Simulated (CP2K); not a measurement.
The system is BaTiO3.

```xyz
10
Lattice="4.0041 0.0000 0.0000 0.0000 5.6553 0.0000 -0.0207 0.0000 5.6699" Properties=species:S:1:pos:R:3 pbc="T T T"
Ba    0.0429    5.6277    5.5183
Ba    3.9302    2.8553    2.9866
Ti    2.0071    5.5962    2.8555
Ti    1.8740    2.8868    0.1382
O     2.1092    1.3099    4.1569
O     1.9420    4.2883    1.3605
O     1.9037    4.2830    4.1588
O     2.1476    1.4294    1.3586
O     3.9577    0.1636    2.7187
O     0.1846    2.6641    0.0210
```

Program: CP2K 2026.2. Alike in all runs: task atomic charges; level PBE; no spin polarisation; cell as given; k mesh 5 × 4 × 4; smearing fermi-dirac 0.05 eV.

Q: Order these runs on this cell by their pressure, lowest first.
A. potentials or basis GTH_POTENTIALS Ba GTH-PBE-q10, Ti GTH-PBE-q12, O GTH-PBE-q6; SZV-MOLOPT-SR-GTH basis; ADDED_MOS [14]
B. potentials or basis POTENTIAL_UZH Ba GTH-PBE-q10, Ti GTH-PBE-q12, O GTH-PBE-q6; DZVP-MOLOPT-PBE-GTH basis; ADDED_MOS [32]
C. potentials or basis POTENTIAL_UZH Ba GTH-PBE-q10, Ti GTH-PBE-q12, O GTH-PBE-q6; TZV2P-MOLOPT-PBE-GTH basis; ADDED_MOS [32]

A: C (10.0 GPa), B (11.5 GPa), A (22.0 GPa).

Caveats: the basis of atomic orbitals isn't converged, which shifts pressures, moduli and gaps; a minimal basis gives rough bond lengths, pressures and levels (some runs).
